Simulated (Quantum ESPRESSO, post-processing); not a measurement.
# 2H-MoTe2, 1 layer: a series in biaxial strain, part 7 of 7

Wanted: a table for 2H-MoTe2, 1 layer against biaxial strain, and what can be fitted to it.

Quantum ESPRESSO 7.5; plane-wave DFT, PBE, GBRV ultrasoft pseudopotentials.

So far. Step 12 (Relaxation with pw.x, 3 %): The relaxation lowers the energy by 6 meV an atom.

## Step 15: Relaxing the ions, 4 %

Level of this step: plane-wave DFT, PBE, GBRV ultrasoft pseudopotentials (Quantum ESPRESSO 7.5).

The input, m8.relax.in:

```
&control
  prefix = 'm8.relax'
  outdir = './out'
  pseudo_dir = './pseudo'
  nstep = 40
  forc_conv_thr = 0.0003
  calculation = 'relax'
  tstress = .true.
/
&system
  ibrav = 0
  nat = 3
  ntyp = 2
  ecutwfc = 50
  ecutrho = 250
  occupations = 'smearing'
  smearing = 'fd'
  degauss = 0.002
/
&electrons
  conv_thr = 1e-09
  mixing_beta = 0.4
  electron_maxstep = 120
  mixing_mode = 'plain'
/
&ions
/
ATOMIC_SPECIES
  Te  127.6000  te_pbe_v1.uspp.F.UPF
  Mo  95.9500  mo_pbe_v1.uspp.F.UPF
CELL_PARAMETERS angstrom
  3.70907004312000 0.00000000000000 0.00000000000000
  -1.85453502104000 3.21214888176000 0.00000000000000
  0.00000000000000 0.00000000000000 18.77410263100000
ATOMIC_POSITIONS crystal
  Te  0.333333333300 0.666666666700 0.403499750100
  Mo  0.000000000000 0.000000000000 0.500000000000
  Te  0.333333333300 0.666666666700 0.596500249900
K_POINTS automatic
  12 12 1 0 0 0
```

Command:

```
> OMP_NUM_THREADS=1 mpirun -n 4 pw.x -nk 4 -in m8.relax.in > m8.relax.out
```

Output:

```text
[banner, memory and clock lines left out]
Program PWSCF v.7.5 starts
[...]
Message from routine setup:
[...]
number of electrons       =        26.00
     number of Kohn-Sham states=           17
     kinetic-energy cutoff     =      50.0000  Ry
     charge density cutoff     =     250.0000  Ry
[...]
number of k points=    19  Fermi-Dirac smearing, width (Ry)=  0.0020
[...]
Dense  grid:   100961 G-vectors     FFT dimensions: (  36,  36, 180)
[...]
negative rho (up, down):  2.303E-03 0.000E+00
     Starting wfcs are   21 randomized atomic wfcs
[...]
negative rho (up, down):  2.367E-03 0.000E+00
[...]
estimated scf accuracy    <       0.41433420 Ry
[...]
negative rho (up, down):  2.210E-03 0.000E+00
[...]
estimated scf accuracy    <       1.78315493 Ry
[...]
negative rho (up, down):  2.240E-03 0.000E+00
[...]
estimated scf accuracy    <       0.01934707 Ry
[...]
negative rho (up, down):  2.277E-03 0.000E+00
[...]
estimated scf accuracy    <       0.02727816 Ry
[...]
negative rho (up, down):  2.287E-03 0.000E+00
[...]
estimated scf accuracy    <       0.01115695 Ry
[...]
negative rho (up, down):  2.292E-03 0.000E+00
[...]
estimated scf accuracy    <       0.00002642 Ry
[...]
negative rho (up, down):  2.293E-03 0.000E+00
[...]
estimated scf accuracy    <       0.00002676 Ry
[...]
negative rho (up, down):  2.294E-03 0.000E+00
[...]
estimated scf accuracy    <       0.00001197 Ry
[...]
negative rho (up, down):  2.294E-03 0.000E+00
[...]
estimated scf accuracy    <       0.00001004 Ry
[...]
negative rho (up, down):  2.295E-03 0.000E+00
[...]
estimated scf accuracy    <       0.00000032 Ry
[...]
negative rho (up, down):  2.295E-03 0.000E+00
[...]
estimated scf accuracy    <       0.00000033 Ry
[...]
negative rho (up, down):  2.295E-03 0.000E+00
[...]
estimated scf accuracy    <          8.8E-09 Ry
[...]
negative rho (up, down):  2.295E-03 0.000E+00
[...]
the Fermi energy is     0.4526 ev
!    total energy              =    -192.37942671 Ry
     estimated scf accuracy    <          5.5E-10 Ry
     smearing contrib. (-TS)   =      -0.00000000 Ry
     internal energy E=F+TS    =    -192.37942671 Ry
[...]
one-electron contribution =    -716.96957458 Ry
     hartree contribution      =     359.55264877 Ry
     xc contribution           =     -48.10525810 Ry
     ewald contribution        =     213.14275720 Ry
     convergence has been achieved in  13 iterations
     negative rho (up, down):  2.295E-03 0.000E+00
[...]
Total force =     0.033984     Total SCF correction =     0.000037
[...]
negative rho (up, down):  2.295E-03 0.000E+00
[...]
negative rho (up, down):  2.309E-03 0.000E+00
[...]
negative rho (up, down):  2.306E-03 0.000E+00
[...]
estimated scf accuracy    <       0.00007149 Ry
[...]
negative rho (up, down):  2.303E-03 0.000E+00
[...]
estimated scf accuracy    <       0.00025916 Ry
[...]
negative rho (up, down):  2.303E-03 0.000E+00
[...]
estimated scf accuracy    <       0.00000515 Ry
[...]
negative rho (up, down):  2.302E-03 0.000E+00
[...]
estimated scf accuracy    <       0.00000108 Ry
[...]
negative rho (up, down):  2.302E-03 0.000E+00
[...]
estimated scf accuracy    <       0.00000007 Ry
[...]
negative rho (up, down):  2.302E-03 0.000E+00
[...]
estimated scf accuracy    <       0.00000003 Ry
[...]
negative rho (up, down):  2.302E-03 0.000E+00
[...]
estimated scf accuracy    <          1.6E-09 Ry
[...]
negative rho (up, down):  2.302E-03 0.000E+00
[...]
the Fermi energy is     0.4268 ev
!    total energy              =    -192.38044446 Ry
     estimated scf accuracy    <          4.1E-10 Ry
     smearing contrib. (-TS)   =      -0.00000000 Ry
     internal energy E=F+TS    =    -192.38044446 Ry
[...]
one-electron contribution =    -719.30198717 Ry
     hartree contribution      =     360.71140995 Ry
     xc contribution           =     -48.12041186 Ry
     ewald contribution        =     214.33054462 Ry
     convergence has been achieved in   8 iterations
     negative rho (up, down):  2.302E-03 0.000E+00
[...]
Total force =     0.025862     Total SCF correction =     0.000046
[...]
negative rho (up, down):  2.302E-03 0.000E+00
[...]
negative rho (up, down):  2.316E-03 0.000E+00
[...]
negative rho (up, down):  2.313E-03 0.000E+00
[...]
estimated scf accuracy    <       0.00008941 Ry
[...]
negative rho (up, down):  2.311E-03 0.000E+00
[...]
estimated scf accuracy    <       0.00031592 Ry
[...]
negative rho (up, down):  2.310E-03 0.000E+00
[...]
estimated scf accuracy    <       0.00000575 Ry
[...]
negative rho (up, down):  2.309E-03 0.000E+00
[...]
estimated scf accuracy    <       0.00000126 Ry
[...]
negative rho (up, down):  2.309E-03 0.000E+00
[...]
estimated scf accuracy    <       0.00000006 Ry
[...]
negative rho (up, down):  2.309E-03 0.000E+00
[...]
estimated scf accuracy    <       0.00000004 Ry
[...]
negative rho (up, down):  2.309E-03 0.000E+00
[...]
estimated scf accuracy    <          1.5E-09 Ry
[...]
negative rho (up, down):  2.309E-03 0.000E+00
[...]
estimated scf accuracy    <          4.8E-10 Ry
[...]
negative rho (up, down):  2.309E-03 0.000E+00
[...]
the Fermi energy is     0.3972 ev
!    total energy              =    -192.38123906 Ry
     estimated scf accuracy    <          3.2E-11 Ry
     smearing contrib. (-TS)   =      -0.00000000 Ry
     internal energy E=F+TS    =    -192.38123906 Ry
[...]
one-electron contribution =    -721.86937230 Ry
     hartree contribution      =     361.98722699 Ry
     xc contribution           =     -48.13736905 Ry
     ewald contribution        =     215.63827529 Ry
     convergence has been achieved in   9 iterations
     negative rho (up, down):  2.309E-03 0.000E+00
[...]
Total force =     0.016585     Total SCF correction =     0.000000
[...]
negative rho (up, down):  2.309E-03 0.000E+00
[...]
negative rho (up, down):  2.329E-03 0.000E+00
[...]
negative rho (up, down):  2.325E-03 0.000E+00
[...]
estimated scf accuracy    <       0.00019451 Ry
[...]
negative rho (up, down):  2.322E-03 0.000E+00
[...]
estimated scf accuracy    <       0.00062909 Ry
[...]
negative rho (up, down):  2.320E-03 0.000E+00
[...]
estimated scf accuracy    <       0.00001375 Ry
[...]
negative rho (up, down):  2.319E-03 0.000E+00
[...]
estimated scf accuracy    <       0.00000287 Ry
[...]
negative rho (up, down):  2.319E-03 0.000E+00
[...]
estimated scf accuracy    <       0.00000017 Ry
[...]
negative rho (up, down):  2.320E-03 0.000E+00
[...]
estimated scf accuracy    <       0.00000009 Ry
[...]
negative rho (up, down):  2.320E-03 0.000E+00
[...]
estimated scf accuracy    <          3.9E-09 Ry
[...]
negative rho (up, down):  2.320E-03 0.000E+00
[...]
estimated scf accuracy    <          1.2E-09 Ry
[...]
negative rho (up, down):  2.320E-03 0.000E+00
[...]
the Fermi energy is     0.3516 ev
!    total energy              =    -192.38176320 Ry
     estimated scf accuracy    <          7.9E-11 Ry
     smearing contrib. (-TS)   =      -0.00000000 Ry
     internal energy E=F+TS    =    -192.38176320 Ry
[...]
one-electron contribution =    -725.72043121 Ry
     hartree contribution      =     363.89990020 Ry
     xc contribution           =     -48.16328128 Ry
     ewald contribution        =     217.60204909 Ry
     convergence has been achieved in   9 iterations
     negative rho (up, down):  2.320E-03 0.000E+00
[...]
Total force =     0.001964     Total SCF correction =     0.000003
[...]
negative rho (up, down):  2.320E-03 0.000E+00
[...]
negative rho (up, down):  2.322E-03 0.000E+00
[...]
negative rho (up, down):  2.322E-03 0.000E+00
[...]
estimated scf accuracy    <       0.00000338 Ry
[...]
negative rho (up, down):  2.322E-03 0.000E+00
[...]
estimated scf accuracy    <       0.00001060 Ry
[...]
negative rho (up, down):  2.321E-03 0.000E+00
[...]
estimated scf accuracy    <       0.00000025 Ry
[...]
negative rho (up, down):  2.321E-03 0.000E+00
[...]
estimated scf accuracy    <       0.00000005 Ry
[...]
negative rho (up, down):  2.321E-03 0.000E+00
[...]
estimated scf accuracy    <          2.9E-09 Ry
[...]
negative rho (up, down):  2.321E-03 0.000E+00
[...]
estimated scf accuracy    <          1.5E-09 Ry
[...]
negative rho (up, down):  2.321E-03 0.000E+00
[...]
estimated scf accuracy    <          5.6E-11 Ry
[...]
negative rho (up, down):  2.321E-03 0.000E+00
[...]
the Fermi energy is     0.3456 ev
!    total energy              =    -192.38177037 Ry
     estimated scf accuracy    <          1.5E-11 Ry
     smearing contrib. (-TS)   =      -0.00000000 Ry
     internal energy E=F+TS    =    -192.38177037 Ry
[...]
one-electron contribution =    -726.23757142 Ry
     hartree contribution      =     364.15661294 Ry
     xc contribution           =     -48.16679923 Ry
     ewald contribution        =     217.86598734 Ry
     convergence has been achieved in   8 iterations
     negative rho (up, down):  2.321E-03 0.000E+00
[...]
Total force =     0.000066     Total SCF correction =     0.000007
[...]
negative rho (up, down):  2.321E-03 0.000E+00
[...]
```

It took 78 s on 4 MPI ranks of Arm Neoverse V1, shared host; peak memory 0.69 GiB.

The steps of the relaxation:

```tsv
step	energy less that of the first step (eV)	largest force (eV/Å)
1	0.0000	0.6179
2	-0.0138	0.4702
3	-0.0247	0.3015
4	-0.0318	0.0357
5	-0.0319	0.0012
```

The atoms that moved most (Å):

```tsv
atom	dx	dy	dz	length
Te3	0.000	0.000	-0.051	0.051
Te1	0.000	0.000	0.051	0.051
```

Final coordinates:

```xyz
3
Lattice="3.7091 0.0000 0.0000 -1.8545 3.2121 0.0000 0.0000 0.0000 18.7741" Properties=species:S:1:pos:R:3
Te    0.0000    2.1414    7.6259
Mo    0.0000    0.0000    9.3871
Te    0.0000    2.1414   11.1483
```

The relaxation lowers the energy by 11 meV an atom.

Read from the output:

| Property | Result |
| --- | --- |
| free energy | -2617.4873 eV |
| Fermi energy | 0.3456 eV |

## Step 16: Ground state, 4 %

The input, m8.scf.in:

```
&control
  prefix = 'm8.scf'
  outdir = './out'
  pseudo_dir = './pseudo'
  calculation = 'scf'
  tprnfor = .true.
/
&system
  ibrav = 0
  nat = 3
  ntyp = 2
  ecutwfc = 40
  ecutrho = 200
  occupations = 'smearing'
  smearing = 'fd'
  degauss = 0.002
  nbnd = 17
/
&electrons
  conv_thr = 1e-09
  mixing_beta = 0.4
  electron_maxstep = 120
  mixing_mode = 'plain'
/
ATOMIC_SPECIES
  Te  127.6000  te_pbe_v1.uspp.F.UPF
  Mo  95.9500  mo_pbe_v1.uspp.F.UPF
CELL_PARAMETERS angstrom
  3.70907004312000 0.00000000000000 0.00000000000000
  -1.85453502104000 3.21214888176000 0.00000000000000
  0.00000000000000 0.00000000000000 18.77410263100000
ATOMIC_POSITIONS crystal
  Te  0.333333333300 0.666666666700 0.406189877900
  Mo  0.000000000000 0.000000000000 0.500000000000
  Te  0.333333333300 0.666666666700 0.593810122100
K_POINTS automatic
  12 12 1 0 0 0
```

Command:

```
> OMP_NUM_THREADS=1 mpirun -n 4 pw.x -nk 4 -in m8.scf.in > m8.scf.out
```

Output:

```text
[banner, memory and clock lines left out]
Program PWSCF v.7.5 starts
[...]
Message from routine setup:
[...]
number of electrons       =        26.00
     number of Kohn-Sham states=           17
     kinetic-energy cutoff     =      40.0000  Ry
     charge density cutoff     =     200.0000  Ry
[...]
number of k points=    19  Fermi-Dirac smearing, width (Ry)=  0.0020
[...]
Dense  grid:    72099 G-vectors     FFT dimensions: (  32,  32, 160)
[...]
negative rho (up, down):  2.455E-03 0.000E+00
     Starting wfcs are   21 randomized atomic wfcs
[...]
negative rho (up, down):  2.519E-03 0.000E+00
[...]
estimated scf accuracy    <       0.39866571 Ry
[...]
negative rho (up, down):  2.390E-03 0.000E+00
[...]
estimated scf accuracy    <       1.51327616 Ry
[...]
negative rho (up, down):  2.395E-03 0.000E+00
[...]
estimated scf accuracy    <       0.01875554 Ry
[...]
negative rho (up, down):  2.419E-03 0.000E+00
[...]
estimated scf accuracy    <       0.03275551 Ry
[...]
negative rho (up, down):  2.430E-03 0.000E+00
[...]
estimated scf accuracy    <       0.01119474 Ry
[...]
negative rho (up, down):  2.438E-03 0.000E+00
[...]
estimated scf accuracy    <       0.00004654 Ry
[...]
negative rho (up, down):  2.438E-03 0.000E+00
[...]
estimated scf accuracy    <       0.00004335 Ry
[...]
negative rho (up, down):  2.440E-03 0.000E+00
[...]
estimated scf accuracy    <       0.00001596 Ry
[...]
negative rho (up, down):  2.440E-03 0.000E+00
[...]
estimated scf accuracy    <       0.00001244 Ry
[...]
negative rho (up, down):  2.440E-03 0.000E+00
[...]
estimated scf accuracy    <       0.00000009 Ry
[...]
negative rho (up, down):  2.440E-03 0.000E+00
[...]
estimated scf accuracy    <       0.00000005 Ry
[...]
negative rho (up, down):  2.441E-03 0.000E+00
[...]
estimated scf accuracy    <       0.00000007 Ry
[...]
negative rho (up, down):  2.441E-03 0.000E+00
[...]
estimated scf accuracy    <       0.00000003 Ry
[...]
negative rho (up, down):  2.441E-03 0.000E+00
[...]
estimated scf accuracy    <       0.00000003 Ry
[...]
negative rho (up, down):  2.441E-03 0.000E+00
[...]
estimated scf accuracy    <          7.3E-09 Ry
[...]
negative rho (up, down):  2.441E-03 0.000E+00
[...]
estimated scf accuracy    <          4.7E-09 Ry
[...]
negative rho (up, down):  2.441E-03 0.000E+00
[...]
estimated scf accuracy    <          1.6E-09 Ry
[...]
negative rho (up, down):  2.441E-03 0.000E+00
[...]
the Fermi energy is     0.3465 ev
!    total energy              =    -192.38083684 Ry
     estimated scf accuracy    <          1.6E-10 Ry
     smearing contrib. (-TS)   =      -0.00000000 Ry
     internal energy E=F+TS    =    -192.38083684 Ry
[...]
one-electron contribution =    -726.23722128 Ry
     hartree contribution      =     364.15735347 Ry
     xc contribution           =     -48.16695639 Ry
     ewald contribution        =     217.86598736 Ry
     convergence has been achieved in  18 iterations
     negative rho (up, down):  2.441E-03 0.000E+00
[...]
Total force =     0.000087     Total SCF correction =     0.000001
[...]
```

Wall time 20 s (4 MPI ranks); peak memory 0.46 GiB.

Numbers from this step:

- free energy: -2617.4746 eV
- Fermi energy: 0.3465 eV
- valence top, on the run's zero: -0.04914 eV
- conduction bottom, on the run's zero: 0.7349 eV
- gap by band count: 0.7840 eV

## Step 17: Ground state, 4 %

Level of this step: plane-wave DFT, PBE, PseudoDojo fully relativistic norm-conserving pseudopotentials (Quantum ESPRESSO 7.5).

m8.soc.in is the input of step 16 with these lines changed:

```diff
@@ -1,3 +1,3 @@
 &control
-  prefix = 'm8.scf'
+  prefix = 'm8.soc'
   outdir = './out'
@@ -11,4 +11,4 @@
   ntyp = 2
-  ecutwfc = 40
-  ecutrho = 200
+  ecutwfc = 72
+  ecutrho = 288
   occupations = 'smearing'
@@ -16,6 +16,8 @@
   degauss = 0.002
-  nbnd = 17
+  noncolin = .true.
+  lspinorb = .true.
+  nbnd = 52
 /
 &electrons
-  conv_thr = 1e-09
+  conv_thr = 1e-07
   mixing_beta = 0.4
@@ -25,4 +27,4 @@
 ATOMIC_SPECIES
-  Te  127.6000  te_pbe_v1.uspp.F.UPF
-  Mo  95.9500  mo_pbe_v1.uspp.F.UPF
+  Te  127.6000  Te.dojo-fr-pbe-0.4-standard.upf
+  Mo  95.9500  Mo.dojo-fr-pbe-0.4-standard.upf
 CELL_PARAMETERS angstrom
@@ -36,2 +38,2 @@
 K_POINTS automatic
-  12 12 1 0 0 0
+  6 6 1 0 0 0
```

Command:

```
> OMP_NUM_THREADS=1 mpirun -n 4 pw.x -nk 2 -in m8.soc.in > m8.soc.out
```

Output:

```text
[banner, memory and clock lines left out]
Program PWSCF v.7.5 starts
[...]
Message from routine setup:
[...]
number of electrons       =        46.00
     number of Kohn-Sham states=           52
     kinetic-energy cutoff     =      72.0000  Ry
     charge density cutoff     =     288.0000  Ry
[...]
number of k points=     7  Fermi-Dirac smearing, width (Ry)=  0.0020
[...]
Dense  grid:   124493 G-vectors     FFT dimensions: (  40,  40, 192)
[...]
negative rho (up, down):  7.433E-05 0.000E+00
     Starting wfcs are   56 randomized atomic wfcs
[...]
negative rho (up, down):  3.721E-05 0.000E+00
[...]
estimated scf accuracy    <       0.23374262 Ry
[...]
negative rho (up, down):  3.097E-05 0.000E+00
[...]
estimated scf accuracy    <       0.64351211 Ry
[...]
negative rho (up, down):  1.302E-05 0.000E+00
[...]
estimated scf accuracy    <       0.01952810 Ry
[...]
negative rho (up, down):  1.879E-06 0.000E+00
[...]
estimated scf accuracy    <       0.00307403 Ry
[...]
negative rho (up, down):  2.780E-07 0.000E+00
[...]
estimated scf accuracy    <       0.00029635 Ry
[...]
estimated scf accuracy    <       0.00004707 Ry
[...]
estimated scf accuracy    <       0.00000104 Ry
[...]
estimated scf accuracy    <       0.00000075 Ry
[...]
the Fermi energy is     1.2837 ev
!    total energy              =    -559.83463328 Ry
     estimated scf accuracy    <       0.00000002 Ry
     smearing contrib. (-TS)   =      -0.00000002 Ry
     internal energy E=F+TS    =    -559.83463326 Ry
[...]
one-electron contribution =   -2089.60695934 Ry
     hartree contribution      =    1045.44048834 Ry
     xc contribution           =    -118.99798605 Ry
     ewald contribution        =     603.32982379 Ry
     convergence has been achieved in   9 iterations
[...]
Total force =     0.000119     Total SCF correction =     0.000334
[...]
```

Wall time 64 s (4 MPI ranks); peak memory 0.98 GiB; 4.3 min of CPU time.

Numbers from this step:

```
free energy                          : -7616.9382 eV
Fermi energy                         : 1.284 eV
valence top, on the run's zero       : 0.9584 eV
conduction bottom, on the run's zero : 1.618 eV
gap by band count                    : 0.6598 eV
```

## Step 18: The series side by side

The series in one table, energies over the lowest:

```tsv
biaxial strain	energy (eV)	gap along the path (eV)	upper vacuum level over the valence top of the mesh (eV)	lower vacuum level over that top (eV)	gap with spin-orbit coupling (eV)
-4 %	0.1220	1.026	4.672	4.672	0.9446
-3 %	0.0672	1.076	4.712	4.712	0.9941
-2 %	0.0294	1.124	4.752	4.752	1.042
-1 %	0.0073	1.136	4.796	4.796	1.004
0 %	0.0000	1.054	4.842	4.842	0.9231
1 %	0.0066	0.9769	4.891	4.891	0.847
2 %	0.0264	0.9063	4.942	4.942	0.7782
3 %	0.0587	0.8419	4.994	4.994	0.716
4 %	0.1030	0.784	5.047	5.047	0.6597
```

## Step 19: By hand

A parabola through the energies within ±2 % has E = 69.70 eV × ε² -0.067 eV × ε; for the curvature, over A = 11.015 Å² this is 69.70 × 1/11.015 × 16.02 = 101 N/m.

## Step 20: What came out

| Quantity | Value |
| --- | --- |
| C11 + C12 | 101 N/m |
| gap along the path, at -4 % and at 4 % | 1.03, 0.78 eV |
| upper vacuum level over the valence top of the mesh, at -4 % and at 4 % | 4.67, 5.05 eV |
| lower vacuum level over that top, at -4 % and at 4 % | 4.67, 5.05 eV |
| gap with spin-orbit coupling, at -4 % and at 4 % | 0.94, 0.66 eV |

What this shows: The series holds 9 members; C11 + C12: 101 N/m (PBE, GBRV ultrasoft). The energy is lowest near zero strain. From -4 % to 4 % the gap along the path goes from 1.03 to 0.78 eV by way of 1.14 at -1 %. From -4 % to 4 % the upper vacuum level over the valence top of the mesh rises from 4.67 to 5.05 eV. From -4 % to 4 % the lower vacuum level over that top rises from 4.67 to 5.05 eV. From -4 % to 4 % the gap with spin-orbit coupling goes from 0.94 to 0.66 eV by way of 1.04 at -2 %. Semilocal gaps are too small; the 1×1 cell can't ripple over many cells under compression as a free sheet would.

[Logs are printed without paths, hosts, clocks, repeated set-up lines and the standing remarks that a program may print on its own settings, such as how far it seeks lower states.]

[Hosts, paths, dates, database ids (printed as entryN), source tags and the programs' standing remarks are cut or masked in the printed files.]

[Maps of the electrostatic potential energy from Ansatz leave out the sawtooth potential of an applied field or a dipole correction, so their vacuum need not be flat; planar profiles and work functions include it.]
